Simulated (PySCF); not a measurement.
Compound: C₄H₉N.
Atom-mapped SMILES: `[CH2:1]1[CH2:2][CH2:3][NH:4][CH2:5]1` (hydrogens: H6, H7 on C1; H8, H9 on C2; H10, H11 on C3; H12 on N4; H13, H14 on C5)

Computed with PySCF at CAM-B3LYP/def2-SVPD, non-relativistic, on one gas-phase PBE0-D3(BJ)/def2-SVP geometry that isn't relaxed in the solvent. The solvent is an IEF-PCM continuum (Bondi radii, 1.10 Å for H, scaled by 1.2). Specific hydrogen bonds and non-electrostatic terms are outside this model.

Gas phase at CAM-B3LYP/def2-SVPD: HOMO -8.05 eV, LUMO 1.32 eV, dipole 1.34 D.

Task: What does the continuum do to the energy, the frontier levels and the dipole at CAM-B3LYP/def2-SVPD in chloroform and methanol?

Result: 
```csv
solvent,ε,E(solvent) − E(gas) (kcal/mol),polarisation term (kcal/mol),distortion of the solute (kcal/mol),HOMO (eV),LUMO (eV),dipole (D)
chloroform,4.711,-2.53,-2.85,0.32,-8.10,1.49,1.69
methanol,32.61,-3.61,-4.28,0.67,-8.15,1.53,1.87
```

The first energy column is the sum of the next two and covers electrostatics alone. From chloroform to methanol the lowering changes by a factor 1.43, Onsager's factor (ε − 1)/(2ε + 1) by 1.34 and ε itself by 6.9.

Task: Which radius a makes the point-dipole formula ΔE = −[(ε − 1)/(2ε + 1)]·μ²/a³ give the value in methanol, with the gas-phase dipole?

Result: μ = 0.527 au and |ΔE| = 0.00576 Eh give a = 1.51 Å; the farthest nucleus lies 2.27 Å from the centroid of the nuclei, so such a sphere wouldn't even hold the nuclei. The formula assumes a rigid point dipole at the centre of a sphere.

Task: How does the static polarisability (CAM-B3LYP/def2-SVPD, frozen core, with the continuum's full static response) change?

Result: 
```csv
medium,isotropic (au),principal values (au),⟨r²⟩ of the electrons (bohr²)
gas,54.8,"50.4, 56.3, 57.9",390.5
chloroform,67.7,"63.0, 69.5, 70.6",390.5
methanol,73.7,"69.8, 75.3, 75.9",390.6
```

The isotropic value in methanol is 1.34 times the gas-phase one; no cavity-field correction is applied. ⟨r²⟩ is taken about the centre of nuclear charge.
